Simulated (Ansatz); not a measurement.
## Relaxing Si

Theory: DFT PBEsol, scalar-relativistic, plane waves, PAW (Ansatz 0.2.0). Cutoff 420 eV, Γ-centred k mesh, Gaussian smearing, no spin polarisation in the final step.

Si was placed on the alpha-gallium structure type (Cmce, No. 64), at a guessed volume.

```
Si
1.0
     2.32195   -3.93528    0.00000
     2.32195    3.93528    0.00000
     0.00000    0.00000    4.65008
Si
4
Direct
  0.15250 0.84750 0.07850
  0.65250 0.34750 0.42150
  0.84750 0.15250 0.92150
  0.34750 0.65250 0.57850
```

Steps on the 4×4×4 mesh (4 atoms). 12 of 13 steps are shown, and the free energy counts from the last. Trial steps that were taken back and renewals of the plane-wave basis can be among the rows.

```csv
step,ΔF (meV/atom),V (Å³/atom),P (GPa),largest force component (eV/Å)
1,379.8,21.25,-10.99,0.646
2,189.1,18.49,-5.80,0.339
3,107.9,16.71,0.20,0.326
4,90.7,15.58,6.58,0.453
5,55.0,16.45,0.66,0.098
6,47.1,16.57,-0.17,0.044
8,13.1,16.63,-0.06,0.254
9,3.8,16.59,0.35,0.101
10,41.2,16.56,2.05,0.688
11,0.3,16.68,-0.22,0.068
12,-0.2,16.64,-0.17,0.009
13,0.0,16.64,-0.19,0.009
```

Steps on the 4×4×6 mesh (4 atoms). 4 of 4 steps are shown, and the free energy counts from the last.

```csv
step,ΔF (meV/atom),V (Å³/atom),P (GPa),largest force component (eV/Å)
1,2.2,16.64,-0.55,0.165
2,0.4,16.47,-0.05,0.087
3,0.0,16.42,0.10,0.006
4,0.0,16.42,0.10,0.006
```

Steps on the 12×12×12 mesh (4 atoms). 5 of 7 steps are shown, and the free energy counts from the last.

| step | ΔF (meV/atom) | V (Å³/atom) | P (GPa) | largest force component (eV/Å) |
| --- | --- | --- | --- | --- |
| 1 | 11.9 | 16.42 | 0.63 | 0.058 |
| 2 | 3.9 | 16.61 | -0.15 | 0.031 |
| 3 | 0.9 | 16.61 | -0.27 | 0.039 |
| 4 | 0.1 | 16.49 | 0.15 | 0.021 |
| 7 | 0.0 | 16.52 | 0.02 | 0.003 |

A final relaxation ran on a 12×12×12 mesh. The relaxed crystal, Cmce (No. 64):

Space group Cmce (No. 64). a = 4.732 Å, b = 7.548 Å, c = 3.700 Å, α = 90.00°, β = 90.00°, γ = 90.00°
```csv
atom,site,symmetry,x,y,z
Si,8f,m..,0.5000,0.3542,0.1519
```

```json
{"Volume per atom": "16.52 Å³", "Density": "2.82 g/cm³", "Energy over the standard structure": "0.28 eV/atom", "Gap on the 12×12×12 mesh": "0 eV (a metal)"}
```

Energies count from the standard state of Si at the same level.

The final run used a 12×12×12 mesh on its 4-atom cell and 0.10 eV smearing. For metals, differences of a few meV/atom aren't resolved.

Symmetry constrained the relaxation, so the result can be a saddle point.